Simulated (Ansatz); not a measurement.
# TiO2: the cost of one run

Computed with Ansatz 0.2.0 (DFT PBEsol, scalar-relativistic, plane waves, PAW, unless a step's input says otherwise).

3 further runs of the same task are left out: 1 that didn't finish, 2 set aside as unsound or not needed. Runs told in other sessions of the task aren't counted.

## (1) The starting structure

It takes space group I4_1/amd (No. 141, tetragonal). The conventional cell has a = 3.771 Å, b = 3.771 Å, c = 9.546 Å, α = 90.00°, β = 90.00°, γ = 90.00°. Ti (site symmetry -4m2) is surrounded by 6 O at 1.93 to 1.98 Å. Around O (site symmetry 2mm) lie 3 Ti at 1.93 to 1.98 Å.

Structure file:

```
CELL_PARAMETERS angstrom
-3.77067 0.00000 0.00000
0.00000 -3.77067 0.00000
0.00000 0.00000 9.54634
ATOMIC_POSITIONS crystal
Ti 0.00000 0.00000 0.00000
Ti 0.50000 0.50000 0.50000
Ti 0.50000 0.00000 0.75000
Ti 0.00000 0.50000 0.25000
O 0.50000 0.50000 0.70762
O 0.00000 0.00000 0.20762
O 0.50000 0.00000 0.95762
O 0.00000 0.50000 0.45762
O 0.50000 0.00000 0.54238
O 0.00000 0.50000 0.04238
O 0.00000 0.00000 0.79238
O 0.50000 0.50000 0.29238
```

It is built from the cell relaxed beforehand with the same method (11.31 Å³/atom).

## (2) The undisturbed cell

The input, input.yaml:

```yaml
crystal:
  lattice:
    - [-3.770669043, 0.0, 0.0]
    - [0.0, -3.770669043, 0.0]
    - [0.0, 0.0, 9.5463353711]
  atoms:
    - { symbol: Ti, position: [0.0, 0.0, 0.0] }
    - { symbol: Ti, position: [0.5, 0.5, 0.5] }
    - { symbol: Ti, position: [0.5, 0.0, 0.75] }
    - { symbol: Ti, position: [0.0, 0.5, 0.25] }
    - { symbol: O, position: [0.5, 0.5, 0.7076196664] }
    - { symbol: O, position: [1.0, 1.0, 0.2076196664] }
    - { symbol: O, position: [0.5, 0.0, 0.9576196664] }
    - { symbol: O, position: [1.0, 0.5, 0.4576196664] }
    - { symbol: O, position: [0.5, 0.0, 0.5423803336] }
    - { symbol: O, position: [0.0, 0.5, 0.0423803336] }
    - { symbol: O, position: [0.0, 0.0, 0.7923803336] }
    - { symbol: O, position: [0.5, 0.5, 0.2923803336] }
basis:
  ecutwfc: 420
kpoints:
  mp_grid: { grid: [7, 7, 3] }
hamiltonian:
  xc: pbesol
scf:
  occupations: { method: gaussian, width: 0.05 }
output:
  forces: true
  stress: true
  eigenvalues: true
  write_density: true
  write_potential: true
  elf: true
  volumetric_format: npy
```

Run with:

```bash
$ ansatz run input.yaml --threads 2 --pin off --max-ram 5120MiB --backend cpu --events-out ev --progress --plain --runs-dir out
```

What time and memory should one allow on 2 threads of Intel Xeon at 2.60GHz (Ice Lake), shared host?

About 5.3 s, with a peak of 0.55 GiB.
